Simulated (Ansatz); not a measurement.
# Structure relaxation of Te2Mo

Method: DFT r2SCAN, scalar-relativistic, plane waves, PAW in Ansatz. Cutoff 500 eV, Γ-centred k mesh, Gaussian smearing, no spin polarisation in the final step.

This is the end of a relaxation of cell and atoms.

```
Te Mo
1.0
     3.56328    0.00000    0.00000
    -1.78164    3.08589    0.00000
     0.00000    0.00000   14.73179
Te Mo
4 2
Direct
  0.33333 0.66667 0.62852
  0.66667 0.33333 0.12852
  0.66667 0.33333 0.37148
  0.33333 0.66667 0.87148
  0.33333 0.66667 0.25000
  0.66667 0.33333 0.75000
```

The zero of energy is the elements' standard structures at the same level; no fitted shifts are applied.

**Question.** What space group does it have?

**Answer.** P6_3/mmc (No. 194). Conventional cell: a = 3.563 Å, c = 14.732 Å. Around Te lie 3 Mo at 2.73 Å; around Mo lie 6 Te at 2.73 Å.

**Question.** How far does it lie from the elements in energy?

**Answer.** -0.303 eV/atom.

**Question.** Is it a metal?

**Answer.** No, the gap on the 12×12×2 mesh is 1.06 eV.

The final run used a 12×12×2 mesh on its 6-atom cell and 0.02 eV smearing. No dispersion correction is applied, so the spacing between layers, chains or molecules is poorly fixed, and with it the volume and density. Spin–orbit coupling is left out.

Cost: 2 runs of about 2.6 core-minutes in all, on Arm Neoverse V2 (shared hosts).